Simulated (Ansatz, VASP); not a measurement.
**AsRu in two plane-wave programs**

Wanted: the spread between two codes on one cell, functional and k mesh.

Method: plane waves, with VASP 6.6.1 beside it; band structure at LDA, band structure at PBEsol and band structure at r2SCAN, in Ansatz 0.2.0.

### 1. Starting point

The structure is orthorhombic, space group Pnma (No. 62). Conventional cell: a = 5.732 Å, b = 3.343 Å, c = 6.369 Å, α = 90.00°, β = 90.00°, γ = 90.00°. Nearest to As lie 6 Ru at 2.44 to 2.60 Å. Ru has 6 As at 2.44 to 2.60 Å nearest. Farther neighbours are not listed.

Structure file:

```cif
data_structure
_symmetry_space_group_name_H-M 'P 1'
_symmetry_Int_Tables_number 1
_cell_length_a 5.7315
_cell_length_b 3.3428
_cell_length_c 6.3687
_cell_angle_alpha 90.000
_cell_angle_beta 90.000
_cell_angle_gamma 90.000
_cell_volume 122.02
loop_
_atom_site_label
_atom_site_type_symbol
_atom_site_fract_x
_atom_site_fract_y
_atom_site_fract_z
_atom_site_occupancy
As1 As 0.69622 0.25000 0.06990 1
As2 As 0.30378 0.75000 0.93010 1
As3 As 0.19622 0.25000 0.43010 1
As4 As 0.80378 0.75000 0.56990 1
Ru5 Ru 0.49457 0.25000 0.70446 1
Ru6 Ru 0.50543 0.75000 0.29554 1
Ru7 Ru 0.99457 0.25000 0.79554 1
Ru8 Ru 0.00543 0.75000 0.20446 1
```

### 2. Ansatz: band structure, LDA

Ansatz runs on its default PAW (the set named soft_2) files.

With cell and atoms fixed, the geometry can't cause a difference; cores, projectors, grids and the points listed under the comparison can.

Contents of input.yaml:

```yaml
crystal:
  lattice:
    - [5.7315034, 0.0, 0.0]
    - [0.0, 3.34277818, 0.0]
    - [0.0, 0.0, 6.36869092]
  atoms:
    - { symbol: As, position: [0.69622015, 0.25, 0.06990481] }
    - { symbol: As, position: [0.30377985, 0.75, 0.93009519] }
    - { symbol: As, position: [0.19622015, 0.25, 0.43009519] }
    - { symbol: As, position: [0.80377985, 0.75, 0.56990481] }
    - { symbol: Ru, position: [0.49457089, 0.25, 0.70446356] }
    - { symbol: Ru, position: [0.50542911, 0.75, 0.29553644] }
    - { symbol: Ru, position: [0.99457089, 0.25, 0.79553644] }
    - { symbol: Ru, position: [0.00542911, 0.75, 0.20446356] }
hamiltonian:
  xc: lda
  pseudopotentials: { kind: paw }
kpoints:
  mp_grid: { grid: [3, 4, 2] }
  band_path:
    path:
      - [0.0, 0.0, 0.0]
      - [0.0, -0.18182, 0.0]
      - [0.0, -0.40909, 0.0]
      - [-0.09091, -0.5, 0.0]
      - [-0.31818, -0.5, 0.0]
      - [-0.5, -0.5, 0.0]
      - [-0.5, -0.27273, 0.0]
      - [-0.5, -0.04545, 0.0]
      - [-0.36364, 0.0, 0.0]
      - [-0.13636, 0.0, 0.0]
      - [0.0, 0.0, -0.04545]
      - [0.0, 0.0, -0.27273]
      - [0.0, 0.0, -0.5]
      - [0.0, -0.18182, -0.5]
      - [0.0, -0.40909, -0.5]
      - [-0.04545, -0.5, -0.5]
      - [-0.27273, -0.5, -0.5]
      - [-0.5, -0.5, -0.5]
      - [-0.5, -0.31818, -0.5]
      - [-0.5, -0.09091, -0.5]
      - [-0.40909, 0.0, -0.5]
      - [-0.18182, 0.0, -0.5]
      - [-0.5, 0.0, 0.0]
      - [-0.5, 0.0, -0.22727]
      - [-0.5, 0.0, -0.45455]
      - [0.0, -0.5, -0.36364]
      - [0.0, -0.5, -0.13636]
      - [-0.5, -0.5, -0.04545]
      - [-0.5, -0.5, -0.27273]
      - [-0.5, -0.5, -0.5]
    npoints: 1
scf:
  occupations: { method: gaussian, width: 0.02 }
  n_extra_bands: 10
output:
  forces: true
  stress: true
  eigenvalues: true
```

Launch:

```bash
ansatz run input.yaml --threads 4 --pin off --max-ram 9216MiB --backend cpu --events-out ev --progress --plain --runs-dir out
```

Numbers of over 12 decimals in the logs are rounded to 6 here.

Output:

```text
scf.n_extra_bands = 10 over 62 filled bands (N_el = 124.0): the run solves 72 bands
Engine: ansatz 0.2.0, aarch64-unknown-linux-gnu
Pseudopotentials: kind: paw
Pseudopotential: As, paw, valence charge 15, recommended cutoff 420 eV (normal), As.paw.azcp
Pseudopotential: Ru, paw, valence charge 16, recommended cutoff 420 eV (normal), Ru.paw.azcp
Functional definition: SPW92
  exchange = slater_x
  correlation = pw_c
Crystal: 8 atoms, lattice volume = 122.019 Å³
Basis set: ecut = 420 eV, 2401 PW (Γ)
Bands: 72, of which v1, the nominal top of the filled ones, is band 62 counted from 1 (61 counted from 0)
Symmetry: 8 space group operations
Space group: Pnma (ITA 62), of the structure as read, at distance tolerance 5.0e-5 Å
k-points: 12 of 24
Non-local potential: As, projectors of the file, l = 0: 2, l = 1: 2, l = 2: 3, l = 3: 1
Non-local potential: Ru, projectors of the file, l = 0: 3, l = 1: 2, l = 2: 2, l = 3: 1
PAW form: soft (Blöchl's): semilocal exchange-correlation on the pseudo side does not see the compensation charge
PAW frozen core: As, regenerated for the run's functional, and the local potential with it (the file was generated under x = pbe(κ = 0.804, μ = 0.219515), c = pbe(β = 0.066725))
PAW frozen core: Ru, regenerated for the run's functional, and the local potential with it (the file was generated under x = pbe(κ = 0.804, μ = 0.219515), c = pbe(β = 0.066725))
PAW one-centre angular grid: As, 590 points (default); XC on 64 Gauss nodes
PAW one-centre angular grid: Ru, 590 points (default); XC on 64 Gauss nodes
Initial density: superposition of atomic densities (neutral atoms: chi_scale 0, normalization atom), corrected by the library's trained network
Initial wavefunctions: pseudopotential atomic-orbital guess
Functional: x = slater, c = lda
SCF iter   1: F=—  HF=-42129.829837 eV  |F-HF|=—  |Δ(HF+E_count)|=         —  Δρ=9.74e-3  dr2=6.69e-2  ethr=1.77e-3  ⟨swp⟩=6.0  Hψ=2800  notcnv=0
preconditioner: auto → Resta (q_TF=auto, 2.736 Å⁻¹)  ε∞=13.1  [insulator: Δε(μ)=0.033 eV  Ē_g=6.979 eV  σ=0.020 eV  W_gap=0.57  n_scr=42 (ndim 8)  ℏωp=24.2 eV  f_vac=0.000  D(μ)=20.64/eV (n_scr^D=340)  ε∞_Penn≈13.1]
SCF iter   2: F=—  HF=-42129.818786 eV  |F-HF|=—  |Δ(HF+E_count)|=   1.11e-2  Δρ=4.37e-3  dr2=1.58e-2  ethr=5.40e-5  ⟨swp⟩=2.8  Hψ=1494  notcnv=0  defer=39
SCF iter   3: F=—  HF=-42129.815449 eV  |F-HF|=—  |Δ(HF+E_count)|=   3.34e-3  Δρ=8.75e-4  dr2=6.92e-4  ethr=1.27e-5  ⟨swp⟩=2.0  Hψ=1214  notcnv=0  defer=39
SCF iter   4: F=—  HF=-42129.815207 eV  |F-HF|=—  |Δ(HF+E_count)|=   2.42e-4  Δρ=2.87e-4  dr2=8.94e-5  ethr=5.58e-7  ⟨swp⟩=2.0  Hψ=1271  notcnv=0  defer=39
SCF iter   5: F=—  HF=-42129.815163 eV  |F-HF|=—  |Δ(HF+E_count)|=   4.41e-5  Δρ=9.85e-5  dr2=1.04e-5  ethr=7.21e-8  ⟨swp⟩=2.1  Hψ=1408  notcnv=0  defer=39
SCF iter   6: F=—  HF=-42129.815159 eV  |F-HF|=—  |Δ(HF+E_count)|=   3.90e-6  Δρ=2.27e-5  dr2=4.51e-7  ethr=8.36e-9  ⟨swp⟩=2.0  Hψ=1456  notcnv=0  defer=39
SCF iter   7: F=-42129.815159 eV  HF=-42129.815159 eV  |F-HF|=5.18e-9  |Δ(HF+E_count)|=   2.18e-8  Δρ=4.45e-6  dr2=2.36e-8  ethr=8.06e-11  ⟨swp⟩=8.0  Hψ=3163  notcnv=0
SCF 1 converged in 7 iterations: F = -42129.815159 eV  dr2 = 2.36e-8
  greatest PAW one-centre occupation: 1.000 electrons in one spin orbital (limit 2), on the Ru atom at site 7 (counted from 0), in its partial waves of l = 0
NSCF: frozen V_eff on 30 k-points
SCF converged after 7 iterations
Free energy (F): -42129.815159 eV
Harris-Foulkes:  -42129.815159 eV  (|F-HF|=5.18e-9)
Internal energy: -42129.810245 eV  (E = F + TS)
E sigma→0 (E₀):  -42129.812702 eV
Entropy (-TS):   -0.004914 eV (-0.614 meV/atom)
Fermi energy:    17.980630 eV
--- Per-component energies (eV) ---
  E_band       = -1046.677345
  E_kinetic    = 2488.662821
  E_local      = -11166.762116  (includes V_loc(G=0)·N_el)
  E_nonlocal   = -1250.379956
  E_hartree    = 5085.730609
  E_xc         = -1077.231332
  E_vxc        = -1278.634289  (∫ρ·V_xc dr)
  E_paw        = -20392.873166  (= ΣΔE_a)
  E_vpaw       = -11.023452  (= ΣTr[D̂ρ^β])
  E_aug_tail   = -0.000883  (compensation charges beyond the density's cutoff)
  E_ewald      = -15827.543882
  E_core_change = 10.587660  (= ΣΔE_core)
  E_smearing   = -0.004914  (= −TS)
  E_closure    = -0.000000  (closes the sum)
  Σ components = -42129.815159   (vs F -42129.815159, Δ=0.00e0)
--- Forces (eV/Å), atoms counted from 1 ---
  atom   1  As     0.13203983     0.00000000     0.03922219
  atom   2  As    -0.13203983    -0.00000000    -0.03922219
  atom   3  As     0.13203983    -0.00000000    -0.03922219
  atom   4  As    -0.13203983     0.00000000     0.03922219
  atom   5  Ru     0.11723749    -0.00000000    -0.06185191
  atom   6  Ru    -0.11723749     0.00000000     0.06185191
  atom   7  Ru     0.11723749     0.00000000     0.06185191
  atom   8  Ru    -0.11723749    -0.00000000    -0.06185191
  max |Σ_I F_I| component: 4.16e-17 eV/Å
--- Stress (GPa, compression-positive) ---
       -9.170679      -0.000000       0.000000
       -0.000000      -6.281326      -0.000000
        0.000000      -0.000000      -7.603230
  P = ⅓ Tr σ = -7.6851 GPa (-76.851 kbar)
--- Band table (eV; the first three rows and the last of 12) ---
  k-point 0: bands = [... 58 lower, 17.1352, 17.1806, 17.3440, 17.6213, 17.7163, 18.7697, 19.2006, 20.2096, ... 6 higher]
  k-point 1: bands = [... 58 lower, 16.8623, 16.8623, 17.4187, 17.4187, 19.3963, 19.3963, 19.7819, 19.7819, ... 6 higher]
  k-point 2: bands = [... 58 lower, 17.0404, 17.0966, 17.5812, 17.7597, 17.9604, 19.0709, 19.6324, 19.8147, ... 6 higher]
  k-point 11: bands = [... 58 lower, 17.2548, 17.2548, 17.9700, 17.9700, 18.0128, 18.0128, 19.7729, 19.7729, ... 6 higher]
```

Wall time 3.9 s (4 threads of Arm Neoverse V1, shared host); peak memory 0.52 GiB.

The column dr2 measures how far the density is from self-consistency, as an energy; F and HF (Harris–Foulkes) agree once it is small.

### 3. VASP: band structure, LDA

The same cell, functional (in two slightly different forms), mesh and smearing now go to VASP, with its own data sets and cutoff.

Lines of VASP's logs that name or quote its potential files are left out, and so is its time.

Contents of INCAR:

```
SYSTEM = AsRu
PREC = Accurate
ENCUT = 400
EDIFF = 1E-06
NELM = 100
ISMEAR = 0
SIGMA = 0.02
LREAL = .FALSE.
ALGO = Normal
GGA = CA
NBANDS = 59
LASPH = .TRUE.
LORBIT = 11
LWAVE = .FALSE.
LCHARG = .FALSE.
KPAR = 2
NCORE = 4
```

Contents of POSCAR:

```
AsRu
1.0
    5.7315034000      0.0000000000      0.0000000000
    0.0000000000      3.3427781800      0.0000000000
    0.0000000000      0.0000000000      6.3686909200
As Ru
4 4
Direct
    0.6962201500      0.2500000000      0.0699048100
    0.3037798500      0.7500000000      0.9300951900
    0.1962201500      0.2500000000      0.4300951900
    0.8037798500      0.7500000000      0.5699048100
    0.4945708900      0.2500000000      0.7044635600
    0.5054291100      0.7500000000      0.2955364400
    0.9945708900      0.2500000000      0.7955364400
    0.0054291100      0.7500000000      0.2044635600
```

Contents of KPOINTS:

```
Automatic mesh
0
Gamma
3 4 2
0 0 0
```

Contents of KPOINTS_OPT:

```
Line mode
12
Line-mode
Reciprocal
  0.00000000   0.00000000   0.00000000 GAMMA
  0.00000000  -0.50000000   0.00000000 X

  0.00000000  -0.50000000   0.00000000 X
 -0.50000000  -0.50000000   0.00000000 S

 -0.50000000  -0.50000000   0.00000000 S
 -0.50000000   0.00000000   0.00000000 Y

 -0.50000000   0.00000000   0.00000000 Y
  0.00000000   0.00000000   0.00000000 GAMMA

  0.00000000   0.00000000   0.00000000 GAMMA
  0.00000000   0.00000000  -0.50000000 Z

  0.00000000   0.00000000  -0.50000000 Z
  0.00000000  -0.50000000  -0.50000000 U

  0.00000000  -0.50000000  -0.50000000 U
 -0.50000000  -0.50000000  -0.50000000 R

 -0.50000000  -0.50000000  -0.50000000 R
 -0.50000000   0.00000000  -0.50000000 T

 -0.50000000   0.00000000  -0.50000000 T
  0.00000000   0.00000000  -0.50000000 Z

 -0.50000000   0.00000000   0.00000000 Y
 -0.50000000   0.00000000  -0.50000000 T

  0.00000000  -0.50000000  -0.50000000 U
  0.00000000  -0.50000000   0.00000000 X

 -0.50000000  -0.50000000   0.00000000 S
 -0.50000000  -0.50000000  -0.50000000 R
```

The projector-augmented-wave data sets are As and Ru_pv (PBE family, release 64).

Launch:

```bash
mpirun -np 8 vasp_std
```

Output:

```text
[banner, memory and clock lines left out]
running    8 mpi-ranks, on    1 nodes
 distrk:  each k-point on    4 cores,    2 groups
 distr:  one band on    4 cores,    1 groups

 POSCAR found type information on POSCAR AsRu
 POSCAR found :  2 types and       8 ions
|                                                                             |
|               ----> ADVICE to this user running VASP <----                  |
|                                                                             |
|     You enforced a specific xc type in the INCAR file but a different       |
|     [... a line on the potential file left out ...]
|     I HOPE YOU KNOW WHAT YOU ARE DOING!                                     |
|                                                                             |

 LDA part: xc-table for (Slater(with rela. corr.)+CA(PZ))
 , standard interpolation
 POSCAR, INCAR and KPOINTS ok, starting setup
 FFT: planning ... GRIDC
 FFT: planning ... GRID_SOFT
 FFT: planning ... GRID
 WAVECAR not read
 entering main loop
       N       E                     dE             d eps       ncg     rms          rms(c)
DAV:   1     0.672205233056E+03    0.67221E+03   -0.35973E+04  1512   0.106E+03
DAV:   2    -0.393804217819E+02   -0.71159E+03   -0.68008E+03  1548   0.352E+02
DAV:   3    -0.682792302413E+02   -0.28899E+02   -0.28246E+02  1634   0.712E+01
DAV:   4    -0.686583922998E+02   -0.37916E+00   -0.37846E+00  1640   0.736E+00
DAV:   5    -0.686687036280E+02   -0.10311E-01   -0.10310E-01  1906   0.113E+00    0.283E+01
DAV:   6    -0.669760356960E+02    0.16927E+01   -0.76761E+00  1535   0.166E+01    0.810E+00
DAV:   7    -0.666062680068E+02    0.36977E+00   -0.13599E+00  1488   0.747E+00    0.746E+00
DAV:   8    -0.664659015870E+02    0.14037E+00   -0.33039E-01  1616   0.317E+00    0.783E-01
DAV:   9    -0.664648811817E+02    0.10204E-02   -0.97973E-03  1735   0.382E-01    0.431E-01
DAV:  10    -0.664643210955E+02    0.56009E-03   -0.18366E-03  1616   0.231E-01    0.108E-01
DAV:  11    -0.664642754513E+02    0.45644E-04   -0.21645E-04  1642   0.670E-02    0.365E-02
DAV:  12    -0.664642754693E+02   -0.18032E-07   -0.19077E-05  1712   0.175E-02    0.737E-03
DAV:  13    -0.664642746960E+02    0.77326E-06   -0.32721E-06  1424   0.877E-03
   1 F= -.66464275E+02 E0= -.66461826E+02  d E =-.489685E-02
 Start KPOINTS_OPT (optional k-point list driver)
k-point batch [1-12\144]
       N       E                     dE             ncg
DAV:   1     0.249761695604E+04   -0.11650E+05     1552
DAV:   2    -0.593059832569E+04   -0.84282E+04     1548
DAV:   3    -0.628045062940E+04   -0.34985E+03     1629
DAV:   4    -0.628525042125E+04   -0.47998E+01     1744
DAV:   5    -0.628538466528E+04   -0.13424E+00     1973
DAV:   6    -0.628538955252E+04   -0.48872E-02     1821
DAV:   7    -0.628538961183E+04   -0.59315E-04     1904
DAV:   8    -0.628538961417E+04   -0.23439E-05     1128
DAV:   9    -0.628538961440E+04   -0.22254E-06     1064
[...]
k-point batch [133-144\144]
       N       E                     dE             ncg
DAV:   1     0.234243596281E+04   -0.26582E+05     1536
DAV:   2    -0.592864281806E+04   -0.82711E+04     1551
DAV:   3    -0.626988840788E+04   -0.34125E+03     1655
DAV:   4    -0.627423539962E+04   -0.43470E+01     1625
DAV:   5    -0.627435160800E+04   -0.11621E+00     1946
DAV:   6    -0.627435595446E+04   -0.43465E-02     1808
DAV:   7    -0.627435597939E+04   -0.24937E-04     1773
DAV:   8    -0.627435597963E+04   -0.23552E-06     1008
```

Parts of OUTCAR (step 3):

```text
ion  position               nearest neighbor table
   1  0.696  0.250  0.070-   7 2.44   6 2.46   6 2.46   8 2.58   8 2.58   5 2.60
   2  0.304  0.750  0.930-   8 2.44   5 2.46   5 2.46   7 2.58   7 2.58   6 2.60
   3  0.196  0.250  0.430-   5 2.44   8 2.46   8 2.46   6 2.58   6 2.58   7 2.60
   4  0.804  0.750  0.570-   6 2.44   7 2.46   7 2.46   5 2.58   5 2.58   8 2.60
   5  0.495  0.250  0.704-   3 2.44   2 2.46   2 2.46   4 2.58   4 2.58   1 2.60   7 2.92   7 2.92
                             6 3.10   6 3.10
   6  0.505  0.750  0.296-   4 2.44   1 2.46   1 2.46   3 2.58   3 2.58   2 2.60   8 2.92   8 2.92
                             5 3.10   5 3.10
   7  0.995  0.250  0.796-   1 2.44   4 2.46   4 2.46   2 2.58   2 2.58   3 2.60   5 2.92   5 2.92
                             8 3.10   8 3.10
   8  0.005  0.750  0.204-   2 2.44   3 2.46   3 2.46   1 2.58   1 2.58   4 2.60   6 2.92   6 2.92
                             7 3.10   7 3.10

  LATTYP: Found a simple orthorhombic cell.
 ALAT       =     3.3427781800
 B/A-ratio  =     1.7145928002
 C/A-ratio  =     1.9052089541

 Subroutine GETGRP returns: Found  8 space group operations
 (whereof  2 operations were pure point group operations)

The static configuration has the point symmetry S_2 .
 The point group associated with its full space group is D_2h.

 Found     12 irreducible k-points:

   k-points           NKPTS =     12   k-points in BZ     NKDIM =     12   number of bands    NBANDS=     59

   dimension x,y,z NGX =    40 NGY =   24 NGZ =   42
   dimension x,y,z NGXF=    80 NGYF=   48 NGZF=   84

   ENCUT  =  400.0 eV  29.40 Ry    5.42 a.u.   9.35  5.45 10.39*2*pi/ulx,y,z

   NELECT =      76.0000    total number of electrons

 k-points in reciprocal lattice and weights: Automatic mesh
   0.00000000  0.00000000  0.00000000       0.042
   0.33333333  0.00000000  0.00000000       0.083
   0.00000000  0.25000000  0.00000000       0.083
   0.33333333  0.25000000  0.00000000       0.167
   0.00000000  0.50000000  0.00000000       0.042
   0.33333333  0.50000000  0.00000000       0.083
   0.00000000  0.00000000  0.50000000       0.042
   0.33333333  0.00000000  0.50000000       0.083
   0.00000000  0.25000000  0.50000000       0.083
   0.33333333  0.25000000  0.50000000       0.167
   0.00000000  0.50000000  0.50000000       0.042
   0.33333333  0.50000000  0.50000000       0.083

 average (electrostatic) potential at core
       1 -45.1623       2 -45.1623       3 -45.1623       4 -45.1623       5 -69.5887
       6 -69.5887       7 -69.5887       8 -69.5887

 E-fermi :   9.5295

 k-point     1 :       0.0000    0.0000    0.0000
  band No.  band energies     occupation
    ...
     35       8.6804      2.00000
     36       8.7232      2.00000
     37       8.8931      2.00000
     38       9.1662      2.00000
     39       9.2605      2.00000
     40      10.3153      0.00000
     41      10.7768      0.00000
     42      11.7617      0.00000
     43      11.9913      0.00000
     44      12.1682      0.00000
    ...

 k-point     2 :       0.3333    0.0000    0.0000
  band No.  band energies     occupation
    ...
     34       8.3927      2.00000
     35       8.4182      2.00000
     36       8.8212      2.00000
     37       9.0021      2.00000
     38       9.1546      2.00000
     39      10.0677      0.00000
     40      10.2024      0.00000
     41      10.7582      0.00000
     42      11.9395      0.00000
     43      12.0596      0.00000
    ...

 k-point     3 :       0.0000    0.2500    0.0000
  band No.  band energies     occupation
    ...
     35       8.5832      2.00000
     36       8.6418      2.00000
     37       9.1317      2.00000
     38       9.3049      2.00000
     39       9.5084      1.86424
     40      10.6181      0.00000
     41      11.1973      0.00000
     42      11.3701      0.00000
     43      11.7990      0.00000
     44      11.8135      0.00000
    ...

  Total       -6.3234506     -4.1067925     -5.1889291      0.0000000      0.0000000      0.0000000
  in kB      -83.0306485    -53.9246153    -68.1337087      0.0000000      0.0000000      0.0000000
  external PRESSURE =     -68.3629909 kB  Pullay stress =       0.0000000 kB

  energy-cutoff  :      400.00
  volume of cell :      122.02
      direct lattice vectors                 reciprocal lattice vectors
     5.731503400  0.000000000  0.000000000     0.174474292  0.000000000  0.000000000
     0.000000000  3.342778180  0.000000000     0.000000000  0.299152366  0.000000000
     0.000000000  0.000000000  6.368690920     0.000000000  0.000000000  0.157018140

 POSITION                                       TOTAL-FORCE (eV/Angst)
 -----------------------------------------------------------------------------------
      3.99039      0.83569      0.44520         0.120781      0.000000      0.034934
      1.74112      2.50708      5.92349        -0.120781      0.000000     -0.034934
      1.12464      0.83569      2.73914         0.120781      0.000000     -0.034934
      4.60687      2.50708      3.62955        -0.120781      0.000000      0.034934
      2.83463      0.83569      4.48651         0.140486     -0.000000     -0.073795
      2.89687      2.50708      1.88218        -0.140486      0.000000      0.073795
      5.70039      0.83569      5.06653         0.140486      0.000000      0.073795
      0.03112      2.50708      1.30217        -0.140486     -0.000000     -0.073795
 -----------------------------------------------------------------------------------
    total drift:                               -0.000000     -0.000000     -0.000000

  FREE ENERGIE OF THE ION-ELECTRON SYSTEM (eV)
  ---------------------------------------------------
  free  energy   TOTEN  =       -66.4642746960 eV

  energy  without entropy=      -66.4593778478  energy(sigma->0) =      -66.46182627

 total charge
# of ion       s       p       d       tot
------------------------------------------
    1        1.208   1.492   0.119   2.819
    2        1.208   1.492   0.119   2.819
    3        1.208   1.492   0.119   2.819
    4        1.208   1.492   0.119   2.819
    5        0.292   6.253   6.198  12.743
    6        0.292   6.253   6.198  12.743
    7        0.292   6.253   6.198  12.743
    8        0.292   6.253   6.198  12.743
--------------------------------------------------
tot          6.002  30.977  25.269  62.248

[... 3 further parts left out ...]
```

The PAW data sets were made with PBE, though LDA sets exist; this is a small mismatch. At this level the cell is under a tension of 6.8 GPa, so at these settings it is away from equilibrium.

(Continued in part 2 of 2.)

[Lines on the potential files, build, host, timing and source positions are cut from VASP's logs without a mark.]

[Logs are printed without paths, hosts, clocks, repeated set-up lines and the standing remarks that a program may print on its own settings, such as how far it seeks lower states.]

[Hosts, paths, dates, database ids (printed as entryN), source tags and the programs' standing remarks are cut or masked in the printed files.]

[VASP's PBE data sets in a run with another functional are called a small mismatch above; for pressures it isn't always small: they can move by 1 GPa and more.]
